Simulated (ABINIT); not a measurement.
NaF (Villiaumite) in ABINIT: the effect of dispersion

The system is NaF (Villiaumite).

```
Na F
1.0
     0.00000    2.32000    2.32000
     2.32000    0.00000    2.32000
     2.32000    2.32000    0.00000
Na F
1 1
Direct
  0.00000 0.00000 0.00000
  0.50000 0.50000 0.50000
```

Alike in all runs:

- Program: ABINIT 10.8.3 (patched build)
- Task: equation of state
- Functional: PBE
- Potentials or basis: Ansatz PAW PBE default generated set, frozen core
- Cutoff: 435 eV
- k mesh: 10 × 10 × 10
- Occupations: fermi-dirac, width 0.05 eV
- Spin: no spin polarisation

```csv
dispersion,V0 of scaled cells (Å³/atom),B0 (GPa)
none,12.99,44
D3,12.48,45
D3(BJ),?,?
D4,12.80,46
```

What does the run with dispersion D3(BJ) give?

V0 of scaled cells 12.40 Å³/atom; B0 50 GPa.

Caveats: pressures at fixed basis lie under the slope of the energies.
